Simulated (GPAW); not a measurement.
# Ag2IBr (model structure): optical spectrum from first principles

Wanted: where Ag2IBr (model structure) starts to absorb, how strongly, and its refractive index. The cell was made here by substitution or stacking, whether or not such a phase is known. It was built so: 1 of the 2 I atoms of the cell replaced by Br in the P4/nmm structure of AgI. The cell given below was relaxed beforehand with Ansatz.

Calculated with GPAW 26.7.0; DFT, revPBE, plane-wave PAW (GPAW data sets), scalar-relativistic, RPA, optical limit.

Most raw output is cut from this account.

## Step 1: The structure

Symmetry: P4mm, No. 99, tetragonal system. Conventional cell: a = 4.667 Å, b = 4.667 Å, c = 8.080 Å, α = 90.00°, β = 90.00°, γ = 90.00°. I has 4 Ag at 2.92 Å nearest. Ag has 2 Br at 2.85 Å and 2 I at 2.92 Å nearest. Br has 4 Ag at 2.85 Å nearest. 1 of the 2 I atoms of the cell replaced by Br in the P4/nmm structure of AgI. Farther neighbours and most contacts between anions are not listed.

## Step 2: Ground state

First the ground state: is it a metal or has it a gap?

This step: DFT, revPBE, plane-wave PAW (GPAW data sets), scalar-relativistic, ground state (GPAW 26.7.0).

File gs.py:

```python
from ase import Atoms
from ase.dft.bandgap import bandgap
from gpaw import GPAW, PW, FermiDirac

atoms = Atoms(['I', 'Ag', 'Ag', 'Br'],
              cell=[[4.66713980, 0.00000000, 0.00000000],
                    [0.00000000, 4.66713980, 0.00000000],
                    [0.00000000, 0.00000000, 8.08042073]],
              scaled_positions=[[0.50000000, 0.00000000, 0.21365909],
                                [0.50000000, 0.50000000, 0.99602183],
                                [1.00000000, 1.00000000, 0.99602183],
                                [0.00000000, 0.50000000, 0.79429725]],
              pbc=[True, True, True])
atoms.calc = GPAW(mode=PW(400), xc='revPBE', kpts={'size': (5, 5, 3), 'gamma': True},
                  occupations=FermiDirac(0.05), maxiter=150, txt='gs.txt')
print('energy (eV)', atoms.get_potential_energy())
print('Fermi level (eV)', atoms.calc.get_fermi_level())
print('valence electrons', atoms.calc.get_number_of_electrons())
print('gap (eV)', bandgap(atoms.calc, output=None)[0])
print('direct gap (eV)', bandgap(atoms.calc, direct=True, output=None)[0])
atoms.calc.write('gs.gpw')
```

The run is started by

```sh
> OMP_NUM_THREADS=1 python gs.py
```

Wall time 28 s (1 thread of Arm Neoverse V2, shared host); peak memory 0.2 GiB.

Numbers from this step:

| Quantity | Value |
| --- | --- |
| energy | -8.811 eV |
| Fermi energy | 0.9969 eV |
| gap on the k-mesh | 2.035 eV |
| direct gap on the mesh | 2.035 eV |
| electrons | 48 |

There is a gap, 2.04 eV on this mesh (points off the mesh can give less), so no carriers' term is needed.

## Step 3: Bands for the response

At the fixed density, many empty bands are solved on the mesh of the response, since the spectrum sums over them.

This step: DFT, revPBE, plane-wave PAW (GPAW data sets), scalar-relativistic, bands at fixed density (GPAW 26.7.0).

File nscf.py:

```python
from ase.dft.bandgap import bandgap
from gpaw import GPAW, FermiDirac

calc = GPAW('gs.gpw').fixed_density(kpts={'size': (6, 6, 4), 'gamma': True}, nbands=50, convergence={'bands': 44},
                                    occupations=FermiDirac(0.001), txt='nscf.txt')
print('gap (eV)', bandgap(calc, output=None)[0])
print('direct gap (eV)', bandgap(calc, direct=True, output=None)[0])
calc.write('full.gpw', mode='all')
```

The run is started by

```sh
> OMP_NUM_THREADS=1 python nscf.py
```

Elapsed: 2.1 min, on 1 thread; peak memory 0.34 GiB.

## Step 4: Dielectric function, RPA

Local fields let the induced charge screen the field inside the cell, which as a rule lowers ε, most along directions where the density is uneven.

This step: DFT, revPBE, plane-wave PAW (GPAW data sets), scalar-relativistic, RPA, optical limit (GPAW 26.7.0).

File df.py:

```python
from gpaw.response.df import DielectricFunction

df = DielectricFunction('full.gpw', frequencies={'type': 'nonlinear', 'domega0': 0.03, 'omega2': 8},
                        ecut=30,
                        eta=0.1,
                        nbands=44,
                        txt='df.txt')
for direction in ['x', 'z']:
    df.get_dielectric_function(xc='RPA', direction=direction, filename=f'df_{direction}.csv')
```

The run is started by

```sh
> OMP_NUM_THREADS=1 python df.py
```

Elapsed: 22 s, on 1 thread; peak memory 0.39 GiB.

Numbers from this step:

```
electronic dielectric constant ε∞, mean over x, y and z (by symmetry where fewer were run) : 2.946
```

The Im ε has structure finer than the step of the table below, so its rows give means over 0.25 eV, whole bins alone (the curve runs from 0 to 8.09 eV). Peaks (eV: height): E ∥ x 3.139: 1.85, 3.764: 2.18, 4.470: 1.87, 6.334: 4.74; E ∥ z 4.887: 0.912, 6.710: 1.20, 7.153: 1.13.

Sum at mesh points, not converged in k; values under the direct gap are tails of Lorentzian lines. Table of Im ε by photon energy; means over each step:

```tsv
photon energy (eV)	E ∥ x	E ∥ z
0.25	0.00532	0.00132
0.50	0.0111	0.00270
0.75	0.0178	0.00422
1.00	0.0265	0.00600
1.25	0.0391	0.00820
1.50	0.0614	0.0112
1.75	0.122	0.0162
2.00	0.402	0.0285
2.25	0.759	0.0872
2.50	1.23	0.134
2.75	1.00	0.273
3.00	1.29	0.262
3.25	1.18	0.250
3.50	0.909	0.295
3.75	1.99	0.289
4.00	1.48	0.514
4.25	1.49	0.507
4.50	1.79	0.416
4.75	1.41	0.633
5.00	1.51	0.673
5.25	1.88	0.489
5.50	1.79	0.558
5.75	2.46	0.625
6.00	4.09	0.788
6.25	4.45	0.866
6.50	4.60	1.02
6.75	4.12	1.12
7.00	3.89	1.02
7.25	4.07	1.04
7.50	3.76	1.02
7.75	3.40	1.17
```

The reflectivity at normal incidence has structure finer than the step of the table below, so its rows give means over 0.25 eV, whole bins alone (the curve runs from 0 to 8.09 eV). Peaks (eV: height): E ∥ x 3.058: 13.1, 3.679: 14.4, 6.602: 23.8, 7.496: 27.2; E ∥ z 3.936: 5.93, 4.840: 6.59, 6.710: 7.29, 7.097: 6.88.

Sum at mesh points, not converged in k. Table of reflectivity at normal incidence by photon energy; means over each step:

```tsv
photon energy (eV)	E ∥ x (%)	E ∥ z (%)
0.25	8.48	3.86
0.50	8.56	3.89
0.75	8.70	3.92
1.00	8.92	3.98
1.25	9.24	4.05
1.50	9.71	4.15
1.75	10.5	4.30
2.00	11.5	4.51
2.25	12.0	4.78
2.50	11.9	4.99
2.75	10.3	4.96
3.00	12.2	4.77
3.25	9.50	4.80
3.50	11.4	4.98
3.75	13.6	5.33
4.00	10.0	5.68
4.25	11.5	5.11
4.50	11.5	5.09
4.75	10.0	6.23
5.00	12.3	5.01
5.25	12.5	4.94
5.50	13.3	5.61
5.75	17.0	5.96
6.00	21.0	6.53
6.25	21.8	6.63
6.50	23.1	6.96
6.75	22.5	6.78
7.00	21.4	6.49
7.25	23.7	6.32
7.50	26.0	6.82
7.75	25.6	7.48
```

The loss function −Im 1/ε at q → 0 has structure finer than the step of the table below, so its rows give means over 0.25 eV, whole bins alone (the curve runs from 0 to 8.09 eV). Peaks (eV: height): E ∥ x 3.179: 0.140, 3.936: 0.157, 4.561: 0.141, 5.221: 0.133; E ∥ z 4.156: 0.0880, 4.934: 0.144, 6.765: 0.178, 7.210: 0.172.

Sum at mesh points, not converged in k; values under the direct gap are tails of Lorentzian lines. Table of loss function −Im 1/ε at q → 0 by energy loss; means over each step:

```tsv
energy loss (eV)	E ∥ x	E ∥ z
0.25	4.8e-4	2.7e-4
0.50	9.9e-4	5.5e-4
0.75	0.00156	8.5e-4
1.00	0.00225	0.00119
1.25	0.00317	0.00160
1.50	0.00465	0.00215
1.75	0.00824	0.00302
2.00	0.0240	0.00505
2.25	0.0434	0.0148
2.50	0.0754	0.0217
2.75	0.0754	0.0454
3.00	0.0761	0.0450
3.25	0.104	0.0427
3.50	0.0561	0.0488
3.75	0.113	0.0444
4.00	0.130	0.0774
4.25	0.101	0.0848
4.50	0.133	0.0690
4.75	0.120	0.0878
5.00	0.0892	0.120
5.25	0.121	0.0844
5.50	0.0969	0.0854
5.75	0.0864	0.0906
6.00	0.121	0.107
6.25	0.148	0.118
6.50	0.179	0.137
6.75	0.219	0.165
7.00	0.228	0.151
7.25	0.234	0.163
7.50	0.267	0.141
7.75	0.294	0.150
```

The Im ε, E ∥ x has structure finer than the step of the table below, so its rows give means over 0.25 eV, whole bins alone (the curve runs from 0 to 8.09 eV). Peaks (eV: height): without local fields 3.098: 1.94, 3.764: 2.36, 6.548: 7.82; with local fields 3.139: 1.85, 3.764: 2.18, 4.470: 1.87, 6.334: 4.74.

Sum at mesh points, not converged in k; values under the direct gap are tails of Lorentzian lines. The Im ε, E ∥ x by photon energy; means over each step:

```tsv
photon energy (eV)	without local fields	with local fields
0.25	0.00608	0.00532
0.50	0.0126	0.0111
0.75	0.0202	0.0178
1.00	0.0300	0.0265
1.25	0.0440	0.0391
1.50	0.0685	0.0614
1.75	0.134	0.122
2.00	0.435	0.402
2.25	0.828	0.759
2.50	1.33	1.23
2.75	1.06	1.00
3.00	1.40	1.29
3.25	1.20	1.18
3.50	1.04	0.909
3.75	2.18	1.99
4.00	1.58	1.48
4.25	1.73	1.49
4.50	1.95	1.79
4.75	1.55	1.41
5.00	1.77	1.51
5.25	2.15	1.88
5.50	2.18	1.79
5.75	3.32	2.46
6.00	5.91	4.09
6.25	6.88	4.45
6.50	7.57	4.60
6.75	6.53	4.12
7.00	6.07	3.89
7.25	5.25	4.07
7.50	3.87	3.76
7.75	3.53	3.40
```

At chosen wavelengths:

```tsv
wavelength (nm)	n x	k x	R (%) x	1/α x	n z	k z	R (%) z	1/α z
1550	1.84	0.005	8.7	24 µm	1.49	0.002	3.9	81 µm
800	1.91	0.017	9.8	3.6 µm	1.51	0.004	4.2	16 µm
633	2.02	0.083	11.5	608 nm	1.54	0.008	4.5	6.4 µm
450	1.87	0.266	9.9	135 nm	1.56	0.099	4.9	363 nm
365	1.88	0.195	9.8	149 nm	1.57	0.086	5.0	339 nm
308	1.76	0.360	9.1	68 nm	1.59	0.173	5.6	142 nm
248	2.01	0.353	12.5	56 nm	1.50	0.205	4.7	96 nm
```

Below the direct gap, k and the depth come from the tails of the Lorentzian lines, not from transitions.

Rows near the edge hang on the gap, which this functional as a rule makes too small, and phonon-assisted absorption is left out.

## Step 5: Summary of results

```yaml
electronic_dielectric_constant_eps_infinity_mean_over_x_y_and_z_by_symmetry_where_fewer_were_run_rpa: 2.95
```

In words: At this level (revPBE, RPA) Ag2IBr has a mean ε∞ = 2.95 and n = 1.84 at 1550 nm (E ∥ x). On the mesh the gap is 2.04 eV and the least direct gap 2.04 eV. Local fields change the static value along x from 3.72 to 3.31 (-11 %). The static values by axis are 3.31 (x), 2.22 (z). Excitons and phonon-assisted transitions are missing; revPBE gaps are as a rule too small, which pulls the onset down and ε∞ up. Spin-orbit coupling is left out although heavy atoms are present. The curves end at 8 eV, about where the summed bands run out. In this version of GPAW the matrix elements of the optical limit are incomplete, which can lower ε − 1 by up to a tenth where first-row anions or d states rule, and shift it by more in d metals. The sum runs over mesh points 0.22 Å⁻¹ apart with no interpolation, so peaks are partly noise of the mesh and static values carry its error. Besides steps told in other documents, this task had 2 runs with a known fault of program or setting; those not told in a step above aren't shown.

[Machine, clock and banner lines and Python warnings are left out of the logs.]

[Logs are printed without paths, hosts, clocks, repeated set-up lines and the standing remarks that a program may print on its own settings, such as how far it seeks lower states.]

[Hosts, paths, dates, database ids (printed as entryN), source tags and the programs' standing remarks are cut or masked in the printed files.]
